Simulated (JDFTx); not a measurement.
Mo:

```xyz
1
Lattice="-1.5838 1.5838 1.5838 1.5838 -1.5838 1.5838 1.5838 1.5838 -1.5838" Properties=species:S:1:pos:R:3 pbc="T T T"
Mo    0.0000    0.0000    0.0000
```

| Quantity | Value |
| --- | --- |
| Program | JDFTx 1.7.0 (patched build) |
| Task | relaxation of cell and atoms |
| Functional | PBE |
| Dispersion | D3(BJ) |
| Potentials or basis | PseudoDojo-SR-PBE-0.5-standard with smoothed tails |
| Cutoff | 1088 eV |
| Density cutoff | 4354 eV |
| k mesh | 12 × 12 × 12 |
| Occupations | fermi-dirac, width 0.05 eV |
| Spin | no spin polarisation |

At the start: pressure -9.1 GPa; volume 15.89 Å³/atom.

**Question.** How do energy, volume and symmetry change on relaxing?

**Answer.** Over 5 steps the energy falls by 15.9 meV/atom and the volume is 15.35 Å³/atom (-3.4 %); space group Im-3m (No. 229, to 0.05 Å).

The path:
| step | energy change (eV) | largest force (eV/Å) | pressure (GPa) | volume (Å³) |
| --- | --- | --- | --- | --- |
| 1 | 0.0000 | 0.0000 | -9.06 | 15.89 |
| 2 | -0.0037 | 0.0000 | -7.99 | 15.82 |
| 3 | -0.0159 | 0.0000 | 0.02 | 15.35 |
| 4 | -0.0159 | 0.0000 | 0.00 | 15.35 |
| 5 | -0.0159 | 0.0000 | 0.00 | 15.35 |

Final structure:
```
Mo
1.0
    -1.56552    1.56552    1.56552
     1.56552   -1.56552    1.56552
     1.56552    1.56552   -1.56552
Mo
1
Direct
  0.00000 0.00000 0.00000
```

Caveat: pairwise dispersion overbinds metals, which lowers pressure and volume.
